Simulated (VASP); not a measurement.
These are PBEsol GGA, VASP's PBE PAW potentials (set 64) (plane waves; VASP) values and carry that method's errors.

VASP ran on this input.

### KPOINTS
```
Automatic mesh
0
Gamma
5 5 7
0 0 0
```

**INCAR**
```
PREC=Accurate
LREAL=.FALSE.   ! projection in real space or not
GGA=PS
NSW=1
ISMEAR=0   ! Gaussian
LASPH=.TRUE.
ALGO=Normal
ENCUT=520
SYSTEM=MgF2
LCHARG=.FALSE.
LWAVE=.FALSE.
EDIFF=1E-8   ! SCF stop (eV)
NELM=100
IBRION=8
LEPSILON=.TRUE.
SIGMA=0.01   ! width (eV)
```

**POSCAR**
```
MgF2
1
    4.6251001902    -0.0000000000     0.0000000000
    0.0000000000     4.6251001902     0.0000000000
    0.0000000000     0.0000000000     3.0542140270
Mg F
2 4
Direct
  1.0000000000   0.0000000000   1.0000000000
  0.5000000000   0.5000000000   0.5000000000
  0.3030863562   0.3030863562   1.0000000000
  0.8030863562   0.1969136438   0.5000000000
  0.1969136438   0.8030863562   0.5000000000
  0.6969136438   0.6969136438   0.0000000000
```

POTCAR, in this order: Mg F (PBE.64 set). Program: vasp_std.

Output of the run:

OUTCAR:
```
 ion  position               nearest neighbor table
   1  0.000  0.000  0.000-   3 1.98   6 1.98   5 2.00   4 2.00   4 2.00   5 2.00   2 3.61   2 3.61
                             2 3.61   2 3.61   2 3.61   2 3.61   2 3.61   2 3.61
   2  0.500  0.500  0.500-   4 1.98   5 1.98   3 2.00   6 2.00   3 2.00   6 2.00   1 3.61   1 3.61
                             1 3.61   1 3.61   1 3.61   1 3.61   1 3.61   1 3.61
   3  0.303  0.303  0.000-   1 1.98   2 2.00   2 2.00
   4  0.803  0.197  0.500-   2 1.98   1 2.00   1 2.00
   5  0.197  0.803  0.500-   2 1.98   1 2.00   1 2.00
   6  0.697  0.697  0.000-   1 1.98   2 2.00   2 2.00
  LATTYP: Found a simple tetragonal cell.
 ALAT       =     4.6251001902
 C/A-ratio  =     0.6603562953
 Subroutine PRICEL returns:
 Original cell was already a primitive cell.
 Subroutine GETGRP returns: Found 16 space group operations
The static configuration has the point symmetry D_2h.
 The point group associated with its full space group is D_4h.
The dynamic configuration has the point symmetry D_2h.
 Subroutine INISYM returns: Found 16 space group operations
 Subroutine IBZKPT returns following result:
 Found     24 irreducible k-points:

 Following reciprocal coordinates:
            Coordinates               Weight
  0.000000  0.000000  0.000000      1.000000
...
```

### OSZICAR
```
...
RMM:   3    -0.182157532841E+00    0.18605E-02   -0.23224E-03  2230   0.412E-01    0.399E-01
RMM:   4    -0.192597705240E+00   -0.10440E-01   -0.37335E-03  2223   0.550E-01    0.419E-02
RMM:   5    -0.193893773758E+00   -0.12961E-02   -0.42419E-05  2442   0.621E-02    0.223E-02
RMM:   6    -0.194620569856E+00   -0.72680E-03   -0.21049E-05  2262   0.367E-02    0.347E-03
RMM:   7    -0.194647299809E+00   -0.26730E-04   -0.35475E-07  2480   0.602E-03    0.169E-03
RMM:   8    -0.194698502145E+00   -0.51202E-04   -0.17491E-07  2338   0.324E-03    0.309E-04
RMM:   9    -0.194695244221E+00    0.32579E-05   -0.38988E-08  2464   0.624E-04    0.893E-05
RMM:  10    -0.194695861125E+00   -0.61690E-06   -0.18391E-08  1926   0.227E-04    0.118E-05
RMM:  11    -0.194695567724E+00    0.29340E-06   -0.15593E-09   841   0.386E-05    0.440E-06
 Linear response to external field, progress :
  Direction:   2
       N       E                     dE             d eps       ncg     rms          rms(c)
RMM:   1    -0.185008439516E+00   -0.18501E+00   -0.34395E-01  2617   0.240E+00
RMM:   2    -0.184018055682E+00    0.99038E-03   -0.34978E-03  2356   0.403E-01    0.667E-01
RMM:   3    -0.182157528134E+00    0.18605E-02   -0.23223E-03  2230   0.412E-01    0.399E-01
RMM:   4    -0.192597698398E+00   -0.10440E-01   -0.37334E-03  2223   0.550E-01    0.419E-02
RMM:   5    -0.193893773691E+00   -0.12961E-02   -0.42405E-05  2442   0.621E-02    0.223E-02
RMM:   6    -0.194620570070E+00   -0.72680E-03   -0.21050E-05  2261   0.367E-02    0.347E-03
RMM:   7    -0.194647299811E+00   -0.26730E-04   -0.35202E-07  2480   0.602E-03    0.169E-03
RMM:   8    -0.194698500394E+00   -0.51201E-04   -0.17290E-07  2335   0.324E-03    0.309E-04
RMM:   9    -0.194695243966E+00    0.32564E-05   -0.36757E-08  2464   0.624E-04    0.893E-05
RMM:  10    -0.194695861916E+00   -0.61795E-06   -0.15557E-08  1930   0.227E-04    0.118E-05
RMM:  11    -0.194695568205E+00    0.29371E-06   -0.46948E-10   841   0.386E-05    0.440E-06
 Linear response to external field, progress :
  Direction:   3
       N       E                     dE             d eps       ncg     rms          rms(c)
RMM:   1    -0.193212433426E+00   -0.19321E+00   -0.35900E-01  1653   0.239E+00
RMM:   2    -0.191805214935E+00    0.14072E-02   -0.29931E-03  1552   0.365E-01    0.686E-01
RMM:   3    -0.188906838434E+00    0.28984E-02   -0.26330E-03  1352   0.435E-01    0.409E-01
RMM:   4    -0.200362174530E+00   -0.11455E-01   -0.54696E-03  1394   0.626E-01    0.436E-02
RMM:   5    -0.201954718429E+00   -0.15925E-02   -0.76150E-05  1466   0.822E-02    0.534E-03
RMM:   6    -0.202025686737E+00   -0.70968E-04   -0.15708E-06  1516   0.103E-02    0.244E-03
RMM:   7    -0.202092079285E+00   -0.66393E-04   -0.26621E-07  1591   0.461E-03    0.339E-04
RMM:   8    -0.202094370558E+00   -0.22913E-05   -0.31185E-10  1369   0.397E-04    0.104E-04
RMM:   9    -0.202095029166E+00   -0.65861E-06   -0.64092E-10  1243   0.213E-04    0.864E-06
 Linear response DOF=           4
 Linear response progress:
  Degree of freedom:   1/  4
       N       E                     dE             d eps       ncg     rms          rms(c)
RMM:   1    -0.115107277527E-01   -0.11511E-01   -0.48388E-02  6188   0.107E+00
RMM:   2    -0.300066424863E-02    0.85101E-02   -0.29605E-03  3444   0.282E-01    0.448E-02
RMM:   3    -0.268344999749E-02    0.31721E-03   -0.22068E-04  3495   0.506E-02    0.307E-02
RMM:   4    -0.254725584063E-02    0.13619E-03   -0.98452E-05  3607   0.744E-02    0.636E-03
RMM:   5    -0.253990805466E-02    0.73478E-05   -0.73489E-06  3378   0.145E-02    0.403E-03
RMM:   6    -0.253619646631E-02    0.37116E-05   -0.10959E-06  3468   0.847E-03    0.625E-04
RMM:   7    -0.253649385384E-02   -0.29739E-06    0.66197E-08  3575   0.111E-03    0.322E-04
RMM:   8    -0.253664465274E-02   -0.15080E-06    0.28290E-08  3464   0.581E-04    0.696E-05
RMM:   9    -0.253670770483E-02   -0.63052E-07   -0.15875E-09  3592   0.115E-04    0.248E-05
RMM:  10    -0.253673492399E-02   -0.27219E-07   -0.12034E-08  3578   0.581E-05    0.523E-06
RMM:  11    -0.253673230872E-02    0.26153E-08   -0.13846E-08  3449   0.785E-06    0.185E-06
 Linear response progress:
  Degree of freedom:   2/  4
       N       E                     dE             d eps       ncg     rms          rms(c)
RMM:   1    -0.231259237017E-02   -0.23126E-02    0.25244E-03  2523   0.652E-01
RMM:   2    -0.214703439897E-02    0.16556E-03   -0.18516E-04  2204   0.101E-01    0.381E-02
RMM:   3    -0.212106156285E-02    0.25973E-04   -0.20544E-05  2345   0.315E-02    0.221E-02
RMM:   4    -0.212098430283E-02    0.77260E-07   -0.29969E-05  2402   0.367E-02    0.233E-03
RMM:   5    -0.211832374975E-02    0.26606E-05   -0.59363E-07  2349   0.572E-03    0.544E-04
RMM:   6    -0.211833793683E-02   -0.14187E-07   -0.12196E-08  2385   0.724E-04    0.283E-04
RMM:   7    -0.211780054333E-02    0.53739E-06   -0.39320E-09  2391   0.572E-04    0.485E-05
RMM:   8    -0.211789601666E-02   -0.95473E-07   -0.82105E-10  2399   0.965E-05    0.176E-05
RMM:   9    -0.211786967813E-02    0.26339E-07    0.24845E-11  2257   0.444E-05    0.148E-06
RMM:  10    -0.211786918388E-02    0.49425E-09   -0.34951E-12  2285   0.616E-06    0.500E-07
 Linear response progress:
  Degree of freedom:   3/  4
       N       E                     dE             d eps       ncg     rms          rms(c)
RMM:   1    -0.539025635018E+00   -0.53903E+00    0.66487E-01  3715   0.517E+00
RMM:   2    -0.537336138291E+00    0.16895E-02   -0.61585E-03  3267   0.662E-01    0.955E-02
RMM:   3    -0.538680486117E+00   -0.13443E-02   -0.45900E-04  2904   0.164E-01    0.514E-02
RMM:   4    -0.540475360993E+00   -0.17949E-02   -0.44425E-04  2955   0.141E-01    0.115E-02
RMM:   5    -0.540466210189E+00    0.91508E-05   -0.18436E-05  3323   0.273E-02    0.346E-03
RMM:   6    -0.540421928685E+00    0.44282E-04   -0.72847E-07  3489   0.637E-03    0.748E-04
RMM:   7    -0.540438086086E+00   -0.16157E-04   -0.22275E-08  3218   0.149E-03    0.338E-04
RMM:   8    -0.540434084119E+00    0.40020E-05   -0.59188E-09  3583   0.639E-04    0.756E-05
RMM:   9    -0.540434465874E+00   -0.38176E-06   -0.16260E-09  3571   0.110E-04    0.355E-05
RMM:  10    -0.540434463458E+00    0.24162E-08   -0.55179E-10  3505   0.696E-05    0.809E-06
 Linear response progress:
  Degree of freedom:   4/  4
       N       E                     dE             d eps       ncg     rms          rms(c)
RMM:   1    -0.523357200484E+00   -0.52336E+00    0.69277E-01  3720   0.510E+00
RMM:   2    -0.522404971607E+00    0.95223E-03   -0.53417E-03  3338   0.627E-01    0.982E-02
RMM:   3    -0.523929813239E+00   -0.15248E-02   -0.35905E-04  2899   0.151E-01    0.542E-02
RMM:   4    -0.525986410681E+00   -0.20566E-02   -0.32677E-04  2963   0.128E-01    0.120E-02
RMM:   5    -0.526032565573E+00   -0.46155E-04   -0.80181E-06  3459   0.206E-02    0.169E-03
RMM:   6    -0.525976611927E+00    0.55954E-04   -0.26746E-07  3014   0.395E-03    0.615E-04
RMM:   7    -0.525975084978E+00    0.15269E-05   -0.26822E-08  3518   0.121E-03    0.686E-05
RMM:   8    -0.525974520235E+00    0.56474E-06   -0.11245E-09  3702   0.195E-04    0.317E-05
RMM:   9    -0.525974258174E+00    0.26206E-06   -0.10762E-10  3660   0.645E-05    0.576E-06
RMM:  10    -0.525974260325E+00   -0.21512E-08   -0.88437E-11  3597   0.152E-05    0.246E-06
 Linear response finished
```

OUTCAR:
```
------------------------ aborting loop because EDIFF is reached ----------------------------------------

 HEAD OF MICROSCOPIC STATIC DIELECTRIC TENSOR (INDEPENDENT PARTICLE, excluding Hartree and local field effects)
 ------------------------------------------------------
           2.019403     0.000000     0.000000
          -0.000000     2.019403     0.000000
           0.000000     0.000000     2.062523
 ------------------------------------------------------

 MACROSCOPIC STATIC DIELECTRIC TENSOR (including local field effects in DFT)
 ------------------------------------------------------
           1.987764    -0.000000     0.000000
          -0.000000     1.987764     0.000000
           0.000000     0.000000     2.020946
 ------------------------------------------------------

 PIEZOELECTRIC TENSOR (including local field effects)  for field in x, y, z        (e  Angst)
          XX          YY          ZZ          XY          YZ          ZX
  --------------------------------------------------------------------------------
  x     0.00000     0.00000     0.00000     0.00000     0.00000     0.00000
  y     0.00000     0.00000     0.00000     0.00000     0.00000     0.00000
  z     0.00000     0.00000     0.00000     0.00000     0.00000     0.00000

 PIEZOELECTRIC TENSOR (including local field effects)  for field in x, y, z        (C/m^2)
          XX          YY          ZZ          XY          YZ          ZX
  --------------------------------------------------------------------------------
  x     0.00000     0.00000     0.00000     0.00000     0.00000     0.00000
  y     0.00000     0.00000     0.00000     0.00000     0.00000     0.00000
  z     0.00000     0.00000     0.00000     0.00000     0.00000     0.00000

 BORN EFFECTIVE CHARGES (including local field effects) (in |e|, cummulative output)
 ---------------------------------------------------------------------------------
 ion    1
    1     1.96760     0.03885     0.00000
    2     0.03885     1.96760     0.00000
    3     0.00000     0.00000     2.05679
 ion    2
    1     1.96760    -0.03885     0.00000
    2    -0.03885     1.96760     0.00000
    3     0.00000     0.00000     2.05679
 ion    3
    1    -0.98380    -0.19886     0.00000
    2    -0.19886    -0.98380     0.00000
    3     0.00000     0.00000    -1.02839
 ion    4
    1    -0.98380     0.19886     0.00000
    2     0.19886    -0.98380     0.00000
    3     0.00000     0.00000    -1.02839
 ion    5
    1    -0.98380     0.19886     0.00000
    2     0.19886    -0.98380     0.00000
    3     0.00000     0.00000    -1.02839
 ion    6
    1    -0.98380    -0.19886     0.00000
    2    -0.19886    -0.98380     0.00000
    3     0.00000     0.00000    -1.02839

   1 f  =   15.203015 THz    95.523358 2PiTHz  507.117979 cm-1    62.874588 meV
             X         Y         Z           dx          dy          dz
      0.000000  0.000000  0.000000     0.000000    0.000000    0.000000
      2.312550  2.312550  1.527107     0.000000    0.000000   -0.000000
      1.401805  1.401805  0.000000     0.353553    0.353553    0.000000
      3.714355  0.910745  1.527107    -0.353553    0.353553    0.000000
      0.910745  3.714355  1.527107     0.353553   -0.353553    0.000000
      3.223295  3.223295  0.000000    -0.353553   -0.353553    0.000000

   2 f  =   13.577961 THz    85.312843 2PiTHz  452.912015 cm-1    56.153908 meV
             X         Y         Z           dx          dy          dz
      0.000000  0.000000  0.000000     0.184470    0.202102    0.000000
      2.312550  2.312550  1.527107     0.364835    0.374060   -0.000000
      1.401805  1.401805  0.000000    -0.397956   -0.394249    0.000000
      3.714355  0.910745  1.527107     0.087138    0.068233   -0.000000
      0.910745  3.714355  1.527107     0.087138    0.068233    0.000000
      3.223295  3.223295  0.000000    -0.397956   -0.394249    0.000000

   3 f  =   13.577961 THz    85.312843 2PiTHz  452.912015 cm-1    56.153908 meV
             X         Y         Z           dx          dy          dz
      0.000000  0.000000  0.000000    -0.374060    0.364835   -0.000000
      2.312550  2.312550  1.527107    -0.202102    0.184470   -0.000000
      1.401805  1.401805  0.000000    -0.068233    0.087138    0.000000
      3.714355  0.910745  1.527107     0.394249   -0.397956    0.000000
      0.910745  3.714355  1.527107     0.394249   -0.397956   -0.000000
      3.223295  3.223295  0.000000    -0.068233    0.087138    0.000000

   4 f  =   12.734234 THz    80.011554 2PiTHz  424.768335 cm-1    52.664538 meV
             X         Y         Z           dx          dy          dz
      0.000000  0.000000  0.000000     0.000000    0.000000   -0.475514
      2.312550  2.312550  1.527107     0.000000   -0.000000    0.475514
      1.401805  1.401805  0.000000    -0.000000   -0.000000   -0.370058
      3.714355  0.910745  1.527107    -0.000000    0.000000    0.370058
      0.910745  3.714355  1.527107     0.000000   -0.000000    0.370058
      3.223295  3.223295  0.000000     0.000000   -0.000000   -0.370058

   5 f  =   12.287399 THz    77.204004 2PiTHz  409.863511 cm-1    50.816576 meV
             X         Y         Z           dx          dy          dz
      0.000000  0.000000  0.000000    -0.684603   -0.103020   -0.000000
      2.312550  2.312550  1.527107     0.692370   -0.145973   -0.000000
      1.401805  1.401805  0.000000     0.004556    0.070182    0.000000
      3.714355  0.910745  1.527107    -0.008948    0.070603   -0.000000
      0.910745  3.714355  1.527107    -0.008948    0.070603    0.000000
      3.223295  3.223295  0.000000     0.004556    0.070182   -0.000000

   6 f  =   12.287399 THz    77.204004 2PiTHz  409.863511 cm-1    50.816576 meV
             X         Y         Z           dx          dy          dz
      0.000000  0.000000  0.000000    -0.145973   -0.692370    0.000000
      2.312550  2.312550  1.527107    -0.103020    0.684603    0.000000
      1.401805  1.401805  0.000000     0.070603    0.008948   -0.000000
      3.714355  0.910745  1.527107     0.070182   -0.004556    0.000000
      0.910745  3.714355  1.527107     0.070182   -0.004556   -0.000000
      3.223295  3.223295  0.000000     0.070603    0.008948   -0.000000
...
```
(Selected blocks of OUTCAR.)

The dielectric response may not be converged in the k-mesh; for small gaps it tends to come out too large.

The compound is MgF2 in the rutile structure. It was relaxed first.
